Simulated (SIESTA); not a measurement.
Hg, a slab with vacuum:

```xyz
4
Lattice="3.3206 0.0000 0.0000 -1.4721 3.0761 0.0000 0.0000 0.0000 23.1206" Properties=species:S:1:pos:R:3 pbc="T T T"
Hg    0.9583    1.3973    7.5000
Hg   -1.0471    2.6612   10.2225
Hg    0.6016    1.5307   12.8981
Hg    1.9167    2.7946   15.6206
```

The slab is cut from a database's or a generator's crystal, which needn't be the stable form of the element.

Base run:

- Program: SIESTA 5.4.2
- Functional: PBE
- Potentials or basis: PseudoDojo 0.4 standard (PBE files)
- Basis: SZP (energy shift 0.003 Ry)
- Grid cutoff: 800 Ry
- Energy shift: 0.003 Ry
- k mesh: 9 × 9 × 1
- Occupations: fermi-dirac, width 0.05 eV
- Spin: no spin polarisation

Its results: band gap on the k mesh none (metal or under the smearing width); largest force 2.999 eV/Å.

Task: The run is repeated on the same cell with these changes: basis from SZP (energy shift 0.003 Ry) to TZP (energy shift 0.003 Ry; two zetas on semicore shells). What comes out?

Result: Band gap on the k mesh 0.10 eV, indirect (least direct gap 0.38 eV); largest force 0.145 eV/Å.

Caveats: the valence orbitals were made in a potential fitted to the semicore shell under them, which widens gaps by tenths of an eV or more; the basis of atomic orbitals isn't converged, which shifts pressures, moduli and gaps; spin-orbit coupling is left out, which moves the levels of the heavy elements (some runs).

A k mesh can miss the band edges.
